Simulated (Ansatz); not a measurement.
# Si: a trial structure relaxed, part 2 of 2

The task: take a trial cell of Si to zero force and stress.

Ansatz 0.2.0; DFT PBE, scalar-relativistic, plane waves, PAW. The steps go on from the part before.

## 4. Final relaxation

The end of the coarse run is made exact in the group found at a tolerance of 0.06 Å and reduced to its primitive cell, now 3 atoms.

Contents of input.yaml:

```yaml
crystal:
  lattice:
    - [1.8433784709, -4.6294787118, 0.0]
    - [1.8433784709, 4.6294787118, 0.0]
    - [0.0, 0.0, 3.6113182698]
  atoms:
    - { symbol: Si, position: [0.1715128154, 0.8284871846, 0.0] }
    - { symbol: Si, position: [0.8284871846, 0.1715128154, 0.0] }
    - { symbol: Si, position: [0.0, 0.0, 0.5] }
basis:
  ecutwfc: 420
kpoints:
  mp_grid: { grid: [14, 14, 12] }
hamiltonian:
  xc: pbe
scf:
  occupations: { method: gaussian, width: 0.1 }
output:
  forces: true
  stress: true
  eigenvalues: true
relax:
  adjacent_minimum: "off"
  f_tol: 0.01
  max_steps: 80
  cell: { stress_tol: 0.05 }
```

The run is started by

```console
ansatz run input.yaml --threads 1 --pin off --max-ram 2560MiB --backend cpu --events-out ev --progress --plain --runs-dir out
```

Standard output:

```text
Warning: RAYON_NUM_THREADS=1 ignored (pool sized by the plan → 1); use --threads N
Engine: ansatz 0.2.0, x86_64-unknown-linux-gnu
Pseudopotentials: kind: paw
Pseudopotential: Si, paw, valence charge 4, recommended cutoff 420 eV (normal), Si.paw.azcp
Functional definition: PBE
  parameter kappa = 0.804
  parameter beta = 0.06672455060314922
  exchange = pbe_x(kappa = kappa, mu = beta*pi^2/3)
  correlation = pbe_c(beta = beta)
Crystal: 3 atoms, lattice volume = 61.637 Å³
Basis set: ecut = 420 eV, 1209 PW (Γ), exchange–correlation on 72×72×50 points (8 copies of the dense FFT grid, shifted against one another)
Bands: 10, of which v1, the nominal top of the filled ones, is band 6 counted from 1 (5 counted from 0)
Symmetry: 8 space group operations
Space group: Cmmm (ITA 65), of the structure as read, at distance tolerance 4.0e-5 Å
k-points: 399 of 2352
Non-local potential: Si, projectors of the file, l = 0: 2, l = 1: 2, l = 2: 2
PAW form: soft (Blöchl's): semilocal exchange-correlation on the pseudo side does not see the compensation charge
PAW one-centre angular grid: Si, 110 points (default); XC on 64 Gauss nodes
Initial density: superposition of atomic densities (neutral atoms: chi_scale 0, normalization atom), corrected by the library's trained network
Initial wavefunctions: pseudopotential atomic-orbital guess
Functional: x = pbe(κ = 0.804, μ = 0.2195149727645171), c = pbe(β = 0.06672455060314922)
SCF iter   1: F=—  HF=-1906.015972 eV  |F-HF|=—  |Δ(HF+E_count)|=         —  Δρ=1.75e-3  dr2=1.58e-3  ethr=1.77e-3  ⟨swp⟩=5.9  Hψ=30737  notcnv=0
preconditioner: auto → none  [metal: Δε(μ)=0.009 eV  Ē_g=7.939 eV  σ=0.100 eV  W_gap=0.05  n_scr=8 (ndim 8)  ℏωp=16.4 eV  f_vac=0.000  D(μ)=1.29/eV (n_scr^D=8)  sad-step TF]
SCF iter   2: F=—  HF=-1906.016419 eV  |F-HF|=—  |Δ(HF+E_count)|=   4.46e-4  Δρ=1.09e-3  dr2=6.61e-4  ethr=1.32e-5  ⟨swp⟩=2.0  Hψ=8097  notcnv=0
SCF iter   3: F=—  HF=-1906.016533 eV  |F-HF|=—  |Δ(HF+E_count)|=   1.14e-4  Δρ=2.57e-4  dr2=7.52e-5  ethr=5.51e-6  ⟨swp⟩=2.1  Hψ=6214  notcnv=0
SCF iter   4: F=—  HF=-1906.016523 eV  |F-HF|=—  |Δ(HF+E_count)|=   1.00e-5  Δρ=9.86e-5  dr2=5.56e-6  ethr=6.27e-7  ⟨swp⟩=2.3  Hψ=6123  notcnv=0
SCF iter   5: F=—  HF=-1906.016523 eV  |F-HF|=—  |Δ(HF+E_count)|=   1.58e-7  Δρ=3.68e-5  dr2=1.18e-6  ethr=4.63e-8  ⟨swp⟩=2.4  Hψ=5998  notcnv=0
SCF iter   6: F=—  HF=-1906.016523 eV  |F-HF|=—  |Δ(HF+E_count)|=   2.26e-7  Δρ=1.87e-5  dr2=3.22e-7  ethr=9.81e-9  ⟨swp⟩=2.3  Hψ=5981  notcnv=0
SCF iter   7: F=-1906.016523 eV  HF=-1906.016523 eV  |F-HF|=1.77e-8  |Δ(HF+E_count)|=   6.76e-8  Δρ=6.10e-6  dr2=3.33e-8  ethr=8.33e-10  ⟨swp⟩=4.7  Hψ=15600  notcnv=0
SCF 1 converged in 7 iterations: F = -1906.016523 eV  dr2 = 3.33e-8
relax step   1: F+E_penalty+E_count = -1906.01652305 eV  Δ(F+E_penalty+E_count) = +0.000e0 eV  max|allowed force component| = 6.371e-4 eV/Å  Δτ_max = 0.0000 Å  P = +0.049 GPa  Ω = 61.637 Å³  (7 SCF iters, dr2 threshold 1.00e-7 eV, accepted)
Crystal: 3 atoms, lattice volume = 61.591 Å³
Basis set: ecut = 420 eV, 1205 PW (Γ), exchange–correlation on 72×72×50 points (8 copies of the dense FFT grid, shifted against one another)
Initial density: handed on by an earlier stage of this run
Initial wavefunctions: those handed on with the density
iter 1 solved again at ethr=6.54e-7 eV; its pass at ethr=3.10e-3 eV (dr2=7.84e-5 eV) is discarded
SCF iter   1: F=—  HF=-1906.016726 eV  |F-HF|=—  |Δ(HF+E_count)|=         —  Δρ=2.86e-4  dr2=1.00e-4  ethr=6.54e-7  ⟨swp⟩=2.4  Hψ=32248  notcnv=0
preconditioner: auto → none  [metal: Δε(μ)=0.010 eV  Ē_g=7.935 eV  σ=0.100 eV  W_gap=0.05  n_scr=8 (ndim 8)  ℏωp=16.4 eV  f_vac=0.000  D(μ)=1.27/eV (n_scr^D=8)]
SCF iter   2: F=—  HF=-1906.016711 eV  |F-HF|=—  |Δ(HF+E_count)|=   1.49e-5  Δρ=1.35e-4  dr2=2.11e-5  ethr=6.54e-7  ⟨swp⟩=2.1  Hψ=5785  notcnv=0
SCF iter   3: F=—  HF=-1906.016707 eV  |F-HF|=—  |Δ(HF+E_count)|=   4.03e-6  Δρ=6.01e-5  dr2=2.22e-6  ethr=1.76e-7  ⟨swp⟩=2.4  Hψ=5861  notcnv=0
SCF iter   4: F=—  HF=-1906.016707 eV  |F-HF|=—  |Δ(HF+E_count)|=   2.19e-8  Δρ=2.46e-5  dr2=2.65e-7  ethr=1.85e-8  ⟨swp⟩=2.0  Hψ=5604  notcnv=0
SCF iter   5: F=-1906.016707 eV  HF=-1906.016707 eV  |F-HF|=3.71e-9  |Δ(HF+E_count)|=   7.57e-8  Δρ=4.65e-6  dr2=8.30e-9  ethr=1.57e-9  ⟨swp⟩=4.4  Hψ=15370  notcnv=0
SCF 2 converged in 5 iterations: F = -1906.016707 eV  dr2 = 8.30e-9
relax step   2: F+E_penalty+E_count = -1906.01670680 eV  Δ(F+E_penalty+E_count) = -1.837e-4 eV  max|allowed force component| = 2.237e-2 eV/Å  Δτ_max = 0.0030 Å  P = +0.011 GPa  Ω = 61.591 Å³  energy of the carried Pulay correction = +7.304e-6 eV  (5 SCF iters, dr2 threshold 1.88e-7 eV, accepted)
Crystal: 3 atoms, lattice volume = 61.611 Å³
iter 1 solved again at ethr=1.70e-8 eV; its pass at ethr=3.10e-3 eV (dr2=2.04e-6 eV) is discarded
SCF iter   1: F=—  HF=-1906.016730 eV  |F-HF|=—  |Δ(HF+E_count)|=         —  Δρ=6.66e-5  dr2=2.30e-6  ethr=1.70e-8  ⟨swp⟩=2.3  Hψ=32719  notcnv=0
preconditioner: auto → none  [metal: Δε(μ)=0.011 eV  Ē_g=7.934 eV  σ=0.100 eV  W_gap=0.06  n_scr=8 (ndim 8)  ℏωp=16.4 eV  f_vac=0.000  D(μ)=1.27/eV (n_scr^D=8)]
SCF iter   2: F=—  HF=-1906.016738 eV  |F-HF|=—  |Δ(HF+E_count)|=   8.89e-6  Δρ=3.00e-5  dr2=3.51e-7  ethr=1.70e-8  ⟨swp⟩=2.1  Hψ=6214  notcnv=0
SCF iter   3: F=—  HF=-1906.016738 eV  |F-HF|=—  |Δ(HF+E_count)|=   4.88e-8  Δρ=7.86e-6  dr2=4.54e-8  ethr=2.92e-9  ⟨swp⟩=1.4  Hψ=4523  notcnv=0
SCF iter   4: F=-1906.016738 eV  HF=-1906.016738 eV  |F-HF|=1.07e-8  |Δ(HF+E_count)|=  2.89e-10  Δρ=2.65e-6  dr2=1.34e-8  ethr=2.61e-10  ⟨swp⟩=4.2  Hψ=12906  notcnv=0
SCF 3 converged in 4 iterations: F = -1906.016738 eV  dr2 = 1.34e-8
relax step   3: F+E_penalty+E_count = -1906.01673849 eV  Δ(F+E_penalty+E_count) = -3.169e-5 eV  max|allowed force component| = 5.859e-3 eV/Å  Δτ_max = 0.0012 Å  P = +0.003 GPa  Ω = 61.611 Å³  energy of the carried Pulay correction = +4.476e-6 eV  (4 SCF iters, dr2 threshold 3.13e-8 eV, accepted)
Initial wavefunctions: pseudopotential atomic-orbital guess (no wavefunctions were taken with the density)
iter 1 solved again at ethr=1.44e-7 eV; its pass at ethr=3.10e-3 eV (dr2=1.73e-5 eV) is discarded
SCF iter   1: F=—  HF=-1906.016724 eV  |F-HF|=—  |Δ(HF+E_count)|=         —  Δρ=3.54e-6  dr2=1.33e-8  ethr=1.44e-7  ⟨swp⟩=3.0  Hψ=42293  notcnv=0
preconditioner: auto → none  [metal: Δε(μ)=0.011 eV  Ē_g=7.933 eV  σ=0.100 eV  W_gap=0.06  n_scr=8 (ndim 8)  ℏωp=16.4 eV  f_vac=0.000  D(μ)=1.27/eV (n_scr^D=8)]
SCF iter   2: F=—  HF=-1906.016734 eV  |F-HF|=—  |Δ(HF+E_count)|=   9.78e-6  Δρ=1.94e-6  dr2=4.14e-9  ethr=1.11e-10  ⟨swp⟩=2.1  Hψ=6498  notcnv=0
SCF iter   3: F=—  HF=-1906.016734 eV  |F-HF|=—  |Δ(HF+E_count)|=  8.30e-10  Δρ=1.10e-6  dr2=1.71e-10  ethr=3.45e-11  ⟨swp⟩=2.4  Hψ=5702  notcnv=0
SCF iter   4: F=-1906.016734 eV  HF=-1906.016734 eV  |F-HF|=5.68e-12  |Δ(HF+E_count)|=   3.00e-9  Δρ=2.19e-7  dr2=1.86e-11  ethr=1.00e-12  ⟨swp⟩=6.8  Hψ=22004  notcnv=0
SCF 4 converged in 4 iterations: F = -1906.016734 eV  dr2 = 1.86e-11
relax step   4: F+E_penalty+E_count = -1906.01673374 eV  Δ(F+E_penalty+E_count) = +4.746e-6 eV  max|allowed force component| = 5.922e-3 eV/Å  Δτ_max = 0.0000 Å  P = +0.002 GPa  Ω = 61.611 Å³  stress off target by 1.99e-2 GPa  SCF on the basis re-selected at this cell (its energy is not comparable with the rows above)  (4 SCF iters)
basis re-selected at this cell: Δ(F+E_penalty+E_count) = +4.746e-6 eV, ΔP = -0.000 GPa vs the last step (what re-selecting the basis moved, of the pressure what is left beyond the Pulay correction that the steps carried, after the strain that the cell walked since its last selection, with what the two solves' SCF thresholds leave and, on support functions, any second-order correction that the steps lacked; it is no measure of the basis error at this ecutwfc). This SCF's stress stands 1.99e-2 GPa from its target on what of the cell is left free (relax.cell.stress_tol is 5.00e-2 GPa) and its largest allowed force component is 5.92e-3 eV/Å (relax.f_tol is 1.00e-2 eV/Å): within both
SCF converged after 4 iterations
Free energy (F): -1906.016734 eV
Harris-Foulkes:  -1906.016734 eV  (|F-HF|=5.68e-12)
Internal energy: -1906.010387 eV  (E = F + TS)
E sigma→0 (E₀):  -1906.013561 eV
Entropy (-TS):   -0.006346 eV (-2.115 meV/atom)
Fermi energy:    6.057089 eV
--- Per-component energies (eV) ---
  E_band       = 11.807583
  E_kinetic    = 118.794659
  E_local      = -83.722379  (includes V_loc(G=0)·N_el)
  E_nonlocal   = 77.665985
  E_hartree    = 22.378379
  E_xc         = -164.651704
  E_vxc        = -138.954362  (∫ρ·V_xc dr)
  E_paw        = -1537.605655  (= ΣΔE_a)
  E_vpaw       = -6.733095  (= ΣTr[D̂ρ^β])
  E_aug_tail   = 0.000020  (compensation charges beyond the density's cutoff)
  E_ewald      = -338.869693
  E_smearing   = -0.006346  (= −TS)
  E_closure    = 0.000000  (closes the sum)
  Σ components = -1906.016734   (vs F -1906.016734, Δ=0.00e0)
--- Forces (eV/Å), atoms counted from 1 ---
  atom   1  Si     0.00000000    -0.00592190    -0.00000000
  atom   2  Si     0.00000000     0.00592190     0.00000000
  atom   3  Si    -0.00000000     0.00000000     0.00000000
  max |Σ_I F_I| component: 8.67e-19 eV/Å
--- Stress (GPa, compression-positive) ---
       -0.017579      -0.000000      -0.000000
       -0.000000       0.004874       0.000000
       -0.000000       0.000000       0.019877
  P = ⅓ Tr σ = 0.0024 GPa (0.024 kbar)
--- Band table (eV; the first three rows and the last of 399) ---
  k-point 0: bands = ["-6.0238", "-0.1663", "0.2689", "3.8913", "4.9060", "6.4789", "7.1665", "8.4612", "9.1526", "10.2700"]
  k-point 1: bands = ["-5.9544", "-0.1788", "0.3409", "3.3406", "4.9423", "6.5477", "7.8801", "8.2719", "8.7707", "9.5913"]
  k-point 2: bands = ["-5.7482", "-0.2837", "0.5562", "2.4345", "5.0452", "6.7532", "7.2255", "8.3730", "8.7908", "9.5787"]
  k-point 398: bands = ["-3.2777", "-1.8556", "-1.6884", "0.7306", "5.1571", "7.9300", "8.0482", "9.1045", "10.4797", "10.8208"]
--- Relaxed structure (3 steps of the walk, 3 accepted, 1 SCFs on fresh bases) ---
  F+E_penalty+E_count = -1906.01673374 eV   max|allowed force component| = 5.922e-3 eV/Å   (the final SCF, on the basis selected at the relaxed cell)
  cell:  # Å, volume = 61.6107 Å³
    - [1.838642598959002, -4.6318156367191525, 0.0]
    - [1.838642598959002, 4.6318156367191525, 0.0]
    - [0.0, 0.0, 3.617243361428026]
  atoms:
    - { symbol: Si, position: [0.1713232923545494, 0.8286767076454506, 0.0] }
    - { symbol: Si, position: [0.8286767076454506, 0.1713232923545494, 0.0] }
    - { symbol: Si, position: [-1.5613020240947068e-20, 1.5613020240947068e-20, 0.5] }
```

Run time: 2.2 min. Hardware: 1 thread of Intel Xeon at 2.50GHz (Skylake/Cascade Lake), shared host; peak memory 0.58 GiB.

The steps of the relaxation:

```csv
step,E - E(step 1) (eV/cell),largest force component (eV/Å),pressure (GPa),volume (Å³)
1,0.0000,0.0006,0.05,61.64
2,-0.0002,0.0224,0.01,61.59
3,-0.0002,0.0059,0.00,61.61
4,-0.0002,0.0059,0.00,61.61
```

Step 1 is the start. Step 4 repeats the geometry before it on a plane-wave basis chosen anew for that cell, so its energy need not be comparable with the rows above.

Lengths and angles in the start's conventional setting:

|  | before | after | change |
| --- | --- | --- | --- |
| a (Å) | 3.687 | 3.677 | -0.3 % |
| b (Å) | 9.259 | 9.264 | +0.1 % |
| c (Å) | 3.611 | 3.617 | +0.2 % |
| volume (Å³/atom) | 20.55 | 20.54 | 0.0 % |
| shortest distance (Å) | 2.347 | 2.346 | 0.0 % |
| space group (0.01 Å) | Cmmm | Cmmm | same |

Forces and stress were held to the start's 8 operations: a distortion of lower symmetry was not tested.

## 5. Results

What follows sums up all 2 parts. Changes of volume or cell count from the first structure of part 1.

```
                              quantity                                                                      value
symmetry at the end (tolerance 0.05 Å)                                                  space group Cmmm (No. 65)
                     conventional cell  a = 3.677 Å, b = 9.264 Å, c = 3.617 Å, α = 90.00°, β = 90.00°, γ = 90.00°
                                volume                                                              20.54 Å³/atom
        energy over the standard state                                                              +0.47 eV/atom
                       gap on the mesh                                                               none (metal)
```

What this shows: The symmetry goes from space group Imma (No. 74) to space group Cmmm (No. 65), and the volume per atom grows by 8.6 % from the first guess. It lies above the element's standard state, so it is metastable at best. No finished test with a distortion of lower symmetry is shown, so the end may be a saddle point.
